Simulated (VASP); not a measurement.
# Te (Im-3m) in VASP: a series of runs, part 2 of 2

VASP 6.6.1.

## 3. Relaxation of cell and atoms, PBE

This run uses another cell than the first one, of 28.53 Å³/atom, 0.949 times its volume.

Input file INCAR:

```
ALGO     = Normal         # electronic algorithm
EDIFF    = 1E-7           # SCF threshold, eV
EDIFFG   = -0.005         # ionic threshold
ENCUT    = 600            # plane-wave cutoff, eV
GGA      = PE             # functional
IBRION   = 2              # ionic algorithm
ISIF     = 3              # what is computed and relaxed
ISMEAR   = 1              # smearing method
LASPH    = T              # aspherical terms in the spheres
LCHARG   = F              # write CHGCAR
LREAL    = F              # projectors in reciprocal space
LWAVE    = F              # write WAVECAR
NELM     = 80             # most SCF steps
NSW      = 90             # ionic steps
PREC     = Accurate       # precision mode
SIGMA    = 0.1            # smearing width, eV
```

Input file KPOINTS:

```
k-points
0
Gamma
  14 14 14
```

Input file POSCAR:

```
Te                                      
1.0
   -1.9249711421      1.9249711421      1.9249711421
    1.9249711421     -1.9249711421      1.9249711421
    1.9249711421      1.9249711421     -1.9249711421
  Te            
     1
Direct
     0.0000000000000000    0.0000000000000000    0.0000000000000000
```

Potentials or basis: VASP PAW PBE potentials, release 64 (Te).

Launch:

```bash
$ cat potpaw_PBE.64/Te/POTCAR > POTCAR
$ mpirun -np 1 vasp_std > vasp.out
```

OUTCAR:

```text
EDIFF = 1E-7
   EDIFFG = -0.005
   ENCUT = 600
   GGA = PE
   IBRION = 2
   ISIF = 3
   ISMEAR = 1
   LASPH = T
   LREAL = F
   NELM = 80
   NSW = 90
   PREC = Accurate

 ion  position               nearest neighbor table
   1  0.000  0.000  0.000-

  LATTYP: Found a body centered cubic cell.
 ALAT       =     3.8499422842

  Lattice vectors:

 A1 = (  -1.9249711421,   1.9249711421,   1.9249711421)
 A2 = (   1.9249711421,  -1.9249711421,   1.9249711421)
 A3 = (   1.9249711421,   1.9249711421,  -1.9249711421)

Analysis of symmetry for initial positions (statically):
=====================================================================
 Subroutine PRICEL returns:
 Original cell was already a primitive cell.

 Routine SETGRP: Setting up the symmetry group for a
 body centered cubic supercell.

 Subroutine GETGRP returns: Found 48 space group operations
 (whereof 48 operations were pure point group operations)
 out of a pool of 48 trial point group operations.

The static configuration has the point symmetry O_h .

Analysis of symmetry for dynamics (positions and initial velocities):
=====================================================================
 Subroutine PRICEL returns:
 Original cell was already a primitive cell.

 Routine SETGRP: Setting up the symmetry group for a
 body centered cubic supercell.

 Subroutine GETGRP returns: Found 48 space group operations
 (whereof 48 operations were pure point group operations)
 out of a pool of 48 trial point group operations.

The dynamic configuration has the point symmetry O_h .

 Subroutine INISYM returns: Found 48 space group operations
 (whereof 48 operations are pure point group operations),
 and found     1 'primitive' translations

----------------------------------------------------------------------------------------

                                     Primitive cell

  volume of cell :      28.5320

  direct lattice vectors                    reciprocal lattice vectors
    -1.924971142  1.924971142  1.924971142     0.000000000  0.259744154  0.259744154
     1.924971142 -1.924971142  1.924971142     0.259744154  0.000000000  0.259744154
     1.924971142  1.924971142 -1.924971142     0.259744154  0.259744154  0.000000000

  length of vectors
     3.334147821  3.334147821  3.334147821     0.367333705  0.367333705  0.367333705

  position of ions in fractional coordinates (direct lattice)
     0.000000000  0.000000000  0.000000000

  ion indices of the primitive-cell ions
   primitive index   ion index
                 1           1

----------------------------------------------------------------------------------------

 KPOINTS: k-points

Automatic generation of k-mesh.
 Grid dimensions read from file:
 generate k-points for:   14   14   14

 Generating k-lattice:

  Cartesian coordinates                     Fractional coordinates (reciprocal lattice)
     0.000000000  0.018553154  0.018553154     0.071428571  0.000000000  0.000000000
     0.018553154  0.000000000  0.018553154     0.000000000  0.071428571  0.000000000
     0.018553154  0.018553154  0.000000000     0.000000000  0.000000000  0.071428571

  Length of vectors
     0.026238122  0.026238122  0.026238122

  Shift w.r.t. Gamma in fractional coordinates (k-lattice)
     0.000000000  0.000000000  0.000000000

 Subroutine IBZKPT returns following result:
 ===========================================

 Found    104 irreducible k-points:

 Following reciprocal coordinates:
            Coordinates               Weight
  0.000000  0.000000  0.000000      1.000000
  0.071429  0.000000  0.000000     12.000000
  0.142857  0.000000  0.000000     12.000000
  0.214286  0.000000  0.000000     12.000000
  0.285714  0.000000  0.000000     12.000000
  0.357143  0.000000  0.000000     12.000000
[... 16 lines left out ...]
  0.285714  0.285714  0.000000     24.000000
  0.357143  0.285714 -0.000000     24.000000
 [... further k-points ...]
   k-points           NKPTS =    104   k-points in BZ     NKDIM =    104   number of bands    NBANDS=      7
   number of dos      NEDOS =    301   number of ions     NIONS =      1
   total plane-waves  NPLWV =  21952
   dimension x,y,z NGX =    28 NGY =   28 NGZ =   28
   dimension x,y,z NGXF=    56 NGYF=   56 NGZF=   56
   ions per type =               1
   NGX,Y,Z   is equivalent  to a cutoff of  13.96, 13.96, 13.96 a.u.
   NGXF,Y,Z  is equivalent  to a cutoff of  27.92, 27.92, 27.92 a.u.
 SYSTEM =  unknown system
   PREC   = accura    normal or accurate (medium, high low for compatibility)
   ISTART =      0    job   : 0-new  1-cont  2-samecut
   ICHARG =      2    charge: 1-file 2-atom 10-const
   ISPIN  =      1    spin polarized calculation?
   LNONCOLLINEAR =      F non collinear calculations
   LSORBIT =      F    spin-orbit coupling
   LASPH  =      T    aspherical Exc in radial PAW
   ENCUT  =  600.0 eV  44.10 Ry    6.64 a.u.   6.66  6.66  6.66*2*pi/ulx,y,z
   NELM   =     80;   NELMIN=  2; NELMDL= -5     # of ELM steps
   EDIFF  = 0.1E-06   stopping-criterion for ELM
   LREAL  =      F    real-space projection
   EDIFFG = -.5E-02   stopping-criterion for IOM
   NSW    =     90    number of steps for IOM
   IBRION =      2    ionic relax: 0-MD 1-quasi-New 2-CG
   NFREE  =      1    steps in history (QN), initial steepest desc. (CG)
   ISIF   =      3    stress and relaxation
   ISYM   =      2    0-nonsym 1-usesym 2-fastsym
   POTIM  = 0.5000    time-step for ionic-motion
   TEBEG  =    0.0;   TEEND  =   0.0 temperature during run
   PSTRESS=    0.0 pullay stress
   NELECT =       6.0000    total number of electrons
   NUPDOWN=      -1.0000    fix difference up-down
   EMIN   =  10.00;   EMAX   =-10.00  energy-range for DOS
   EFERMI =   0.00;   METHOD = LEGACY
   ISMEAR =     1;   SIGMA  =   0.10  broadening in eV -4-tet -1-fermi 0-gaus
   EFERMI_NEDOS =   21; number of points for ismear=-14 and -15
   IALGO  =     38    algorithm
   IMIX   =      4    mixing-type and parameters
     AMIX     =   0.40;   BMIX     =  1.00
     AMIX_MAG =   1.60;   BMIX_MAG =  1.00
  volume/ion in A,a.u.               =      28.53       192.54
  Fermi-wavevector in a.u.,A,eV,Ry     =   0.973526  1.839698 12.894969  0.947753
  Thomas-Fermi vector in A             =   2.103913
   LORBIT       =      0    0 simple, 1 ext, 2 COOP (PROOUT), +10 PAW based schemes
   GGA     = PE    functional components
   LHFCALC =     F    Hartree Fock is set to
   AEXX    =    0.0000 exact exchange contribution
   IVDW    =     0    specifies the selected vdW correction
   LEPSILON=     F    determine dielectric tensor
   LRPA    =     F    only Hartree local field effects (RPA)
 conjugate gradient relaxation of ions
 non-spin polarized calculation
 Methfessel and Paxton  Order N= 1 SIGMA  =   0.10
  energy-cutoff  :      600.00
  volume of cell :       28.53
 maximum number of plane-waves:       976
   NGX = 13   NGY = 13   NGZ = 13

 number of electron       6.0000000 magnetization

 Free energy of the ion-electron system (eV)
  ---------------------------------------------------
  ext. energy  EPLUGINS =         0.00000000
  ---------------------------------------------------
  free energy    TOTEN  =        -2.83425856 eV

  energy without entropy =       -2.83405274  energy(sigma->0) =       -2.83418995

 E-fermi :   7.7389     XC(G=0): -10.0670

 val. band max:        7.7309193256   @ k =   0.3571   0.0714   0.0000
 cond. band min:       7.7980023976   @ k =  -0.4286  -0.4286   0.2143
 fundamental gap:      0.0670830720
 Fermi energy:         7.7388952160

 k-point     1 :       0.0000    0.0000    0.0000
  band No.  band energies     occupation
      1      -6.0304      2.00000
      2      10.7795      0.00000
      3      10.7795      0.00000
      4      10.7795      0.00000
      5      17.5930      0.00000
      6      17.6844      0.00000
      7      17.6844      0.00000

 k-point     2 :       0.0714    0.0000    0.0000
  band No.  band energies     occupation
      1      -5.9381      2.00000
      2      10.1205      0.00000
      3      10.5469      0.00000
      4      10.7330      0.00000
      5      17.1629      0.00000
      6      17.1852      0.00000
      7      18.0743      0.00000
[... 201 lines left out ...]
 k-point    23 :       0.2857    0.2857    0.0000
  band No.  band energies     occupation
      1      -2.7046      2.00000
      2       3.1152      2.00000
      3       4.5863      2.00000
      4       8.7888     -0.00000
      5      15.1976      0.00000
      6      17.2285      0.00000
      7      19.3133      0.00000

 k-point    24 :       0.3571    0.2857   -0.0000
  band No.  band energies     occupation
      1      -2.5162      2.00000
      2       3.1309      2.00000
      3       4.1136      2.00000
      4       8.7261     -0.00000
      5      15.2807      0.00000
      6      17.7061      0.00000
      7      18.5808      0.00000

 [... further k-points ...]
[... 5 lines left out ...]
  --------------------------------------------------------------------------------------
  -------------------------------------------------------------------------------------
  Total        0.0002354      0.0002354      0.0002354     -0.0000000      0.0000000     -0.0000000
  in kB        0.0132191      0.0132191      0.0132191     -0.0000000      0.0000000     -0.0000000
  external PRESSURE =       0.0132191 kB  Pullay stress =       0.0000000 kB

 VOLUME and BASIS-vectors are now :
 -----------------------------------------------------------------------------
  energy-cutoff  :      600.00
  volume of cell :       28.53
      direct lattice vectors                 reciprocal lattice vectors
    -1.924971142  1.924971142  1.924971142     0.000000000  0.259744154  0.259744154
     1.924971142 -1.924971142  1.924971142     0.259744154  0.000000000  0.259744154
     1.924971142  1.924971142 -1.924971142     0.259744154  0.259744154  0.000000000

 POSITION                                       TOTAL-FORCE (eV/Angst)
 -----------------------------------------------------------------------------------
      0.00000      0.00000      0.00000         0.000000      0.000000     -0.000000
 -----------------------------------------------------------------------------------
    total drift:                                0.000000      0.000000      0.000000

  FREE ENERGIE OF THE ION-ELECTRON SYSTEM (eV)
  ---------------------------------------------------
  free  energy   TOTEN  =        -2.8342585600 eV

  energy  without entropy=       -2.8340527400  energy(sigma->0) =       -2.83418995

 reached required accuracy - stopping structural energy minimisation
```

It took 11 s on 1 thread of Intel Xeon 6975P-C (Granite Rapids), shared host; peak memory 0.17 GiB.

What came out:

| Property | Result |
| --- | --- |
| Free energy | -2.8343 eV |
| Pressure after relaxing | 0.0 GPa |
| Band gap on the k mesh | none (metal or under the smearing width) |

Final structure:
```cif
data_structure
_symmetry_space_group_name_H-M 'P 1'
_symmetry_Int_Tables_number 1
_cell_length_a 3.3341
_cell_length_b 3.3341
_cell_length_c 3.3341
_cell_angle_alpha 109.471
_cell_angle_beta 109.471
_cell_angle_gamma 109.471
_cell_volume 28.53
loop_
_atom_site_label
_atom_site_type_symbol
_atom_site_fract_x
_atom_site_fract_y
_atom_site_fract_z
_atom_site_occupancy
Te1 Te 0.00000 0.00000 0.00000 1
```

Caveat: the relaxation stopped at its first step, so nothing moved.
